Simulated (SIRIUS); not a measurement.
BaTiO3:

```xyz
5
Lattice="2.8274 1.6324 2.3184 -2.8274 1.6324 2.3184 0.0000 -3.2648 2.3184" Properties=species:S:1:pos:R:3 pbc="T T T"
Ba    0.0000    0.0000    0.0000
Ti    0.0000    0.0000    3.3698
O     1.3885   -0.8017    2.3988
O    -1.3885   -0.8017    2.3988
O     0.0000    1.6033    2.3988
```

| Quantity | Value |
| --- | --- |
| Program | SIRIUS 7.12.0 |
| Task | relaxation of cell and atoms |
| Functional | PBEsol |
| Dispersion | D3 |
| Potentials or basis | PseudoDojo 0.4.1 PBE standard (scalar relativistic) |
| Cutoff | 1152 eV |
| Density cutoff | 4606 eV |
| k mesh | 3 × 3 × 3 |
| Occupations | fermi-dirac, width 0.05 eV |
| Spin | no spin polarisation |

At the start: pressure -2.3 GPa; volume 12.84 Å³/atom.

**Question.** How do energy, volume and symmetry change on relaxing?

**Answer.** Over 6 steps the energy falls by 2.9 meV/atom and the volume is 12.69 Å³/atom (-1.2 %); space group R3m (No. 160, to 0.05 Å).

Step by step:
```tsv
step	energy change (eV)	largest force (eV/Å)	pressure (GPa)	volume (Å³)
1	0.0000	0.2839	-2.34	64.20
2	-0.0038	0.2198	-1.96	64.10
3	-0.0129	0.1442	0.10	63.54
4	-0.0135	0.1050	-0.03	63.54
5	-0.0145	0.0267	-0.15	63.48
6	-0.0146	0.0197	-0.11	63.46
```

Final structure:
```xyz
5
Lattice="2.8162 1.6260 2.3098 -2.8162 1.6260 2.3098 0.0000 -3.2519 2.3098" Properties=species:S:1:pos:R:3 pbc="T T T"
Ba    0.0000    0.0000   -0.0262
Ti    0.0000    0.0000    3.3399
O     1.3937   -0.8047    2.4045
O    -1.3937   -0.8047    2.4045
O     0.0000    1.6093    2.4045
```

Caveat: the k mesh is coarse (spacing up to 0.52 Å⁻¹), so the values aren't converged; this release of the barium file is off; the potentials were made for another functional, which shifts forces and pressure.
